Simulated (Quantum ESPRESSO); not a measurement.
Crystal: HfN.

```
Hf N
1.0
     0.00000    2.25600    2.25600
     2.25600    0.00000    2.25600
     2.25600    2.25600    0.00000
Hf N
1 1
Direct
  0.00000 0.00000 0.00000
  0.50000 0.50000 0.50000
```

* Program: Quantum ESPRESSO 7.5
* Task: single point
* Functional: PBEsol
* Potentials or basis: GBRV 1.5 PBEsol
* Cutoff: 612 eV
* Density cutoff: 4898 eV
* k mesh: 10 × 10 × 10
* Occupations: fermi-dirac, width 0.05 eV
* Spin: no spin polarisation

On this cell: pressure -2.8 GPa; largest force zero by symmetry; band gap on the k mesh none (metal or under the smearing width).

The same run follows on a disturbed copy (atoms moved at random, drawn with an rms of 0.05 Å):

```xyz
2
Lattice="0.0000 2.2560 2.2560 2.2560 0.0000 2.2560 2.2560 2.2560 0.0000" Properties=species:S:1:pos:R:3 pbc="T T T"
Hf   -0.0046    0.0271    0.0837
N     2.2932    2.2570    2.2327
```

Question: What changes?

Answer: The energy (extrapolated to zero smearing) moves by +40.2 meV/atom; pressure -0.9 GPa; largest force 1.389 eV/Å; band gap on the k mesh none (metal or under the smearing width).

Forces on the atoms (eV/Å):
```
Hf   0.489 -0.307 -1.264
N   -0.489  0.307  1.264
```

Stress tensor (GPa, compression positive):
```
-2.05  0.09  0.48
 0.09 -2.43 -0.31
 0.48 -0.31  1.64
```
